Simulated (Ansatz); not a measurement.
Clean, relaxed (111) surface of Al, space group Fm-3m (No. 225) (top face towards +c; atoms held fixed, by place in the list: 1, 2, 3, 4, 5, 6, 7, 8):

```
Al
1.0
     5.63242    0.00000    0.00000
    -2.81621    4.87782    0.00000
     0.00000    0.00000   23.89828
Al
16
Direct
  0.33333 0.16667 0.35567
  0.33333 0.66667 0.35567
  0.83333 0.16667 0.35567
  0.83333 0.66667 0.35567
  0.66667 0.33333 0.45189
  0.66667 0.83333 0.45189
  0.16667 0.33333 0.45189
  0.16667 0.83333 0.45189
  0.00000 0.50000 0.54755
  0.00000 0.00000 0.54755
  0.50000 0.50000 0.54755
  0.50000 0.00000 0.54755
  0.33333 0.66667 0.64503
  0.33333 0.16667 0.64503
  0.83333 0.66667 0.64503
  0.83333 0.16667 0.64503
```

These are results of DFT PBE+D3(BJ), scalar-relativistic, plane waves, PAW (Ansatz 0.2.0), not measurements. Settings: cutoff 420 eV, Γ-centred mesh 6×6×1 on the computed 16-atom cell, Gaussian smearing of 0.10 eV; no spin polarisation. The cell repeats along c with a dipole correction in the vacuum.

H$_{2}$O is put at the top (Al) at (0.33, 0.67) site, one adsorbate per 27.5 Å², and relaxed. E_ads counts from the clean slab and the free adsorbate (spin-polarised where it has unpaired electrons); negative means bound. Heights count from the highest slab atom after relaxation. Bonded neighbours lie within 1.25 times the sum of covalent radii (1.35 for H) and, on that scale, within 12 % of the closest. With the adsorbate the cell is lengthened along c to keep the vacuum.

Problem. How strongly does it bind, and where does its anchoring atom end?

Solution. -0.39 eV; at (0.30, 0.66), 1 bonded neighbour (Al).

Problem. How high does its anchoring atom sit over the highest slab atom, and what is the shortest contact with the surface?

Solution. 2.17 Å; O–Al 2.18 Å.

Problem. The clean face has a work function of 4.06 eV. How does the adsorbate change it?

Solution. By -0.98 eV.

Problem. Does the adsorbate stay in one piece?

Solution. Yes.

Each end is the local minimum or symmetric point that its start leads to. The slab is only 6.9 Å thick, so the energies aren't converged with thickness.